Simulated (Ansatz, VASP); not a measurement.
**One calculation of HgTe, two programs**

```
CELL_PARAMETERS angstrom
-2.98343 2.98343 1.52758
2.98343 -2.98343 1.52758
2.98343 2.98343 -1.52758
ATOMIC_POSITIONS crystal
Hg 0.75000 0.25000 0.50000
Te 0.00000 0.00000 0.00000
```

Change from the starting cell: volume scaled by 0.94.

Alike in both runs: task single point; functional PBEsol; k mesh 10 × 10 × 10; occupations fermi-dirac, width 0.05 eV; no spin polarisation.

|  | VASP | Ansatz |
| --- | --- | --- |
| version | VASP 6.6.1 | Ansatz 0.2.0 |
| potentials or method | VASP PAW PBE potentials, release 64 (Hg, Te) | Ansatz PAW |
| plane-wave cutoff (eV) | 520 | 420 |
| valence electrons in the cell | 18 | 36 |

```csv
,VASP,Ansatz,Ansatz less VASP
gap on the k mesh at the Fermi level (eV),none,none,-
pressure (GPa),-0.5,-0.7,-0.16
largest component of the traceless stress (GPa),3.66,3.65,-0.013
```

A gap of «none» marks a metal or a gap that the smearing closes. With one functional, cell and mesh, what is left measures potentials, basis and numerics. The two sets of potentials don't hold the same shells in valence.

Caveats: the PAW data sets were made with another functional, which shifts forces and pressure a little (VASP); the PAW data sets come from PBE, with cores solved anew for the run's functional, which leaves a small shift of forces and pressure (Ansatz). The runs have no spin-orbit coupling, so splittings on Hg, Te are missing.
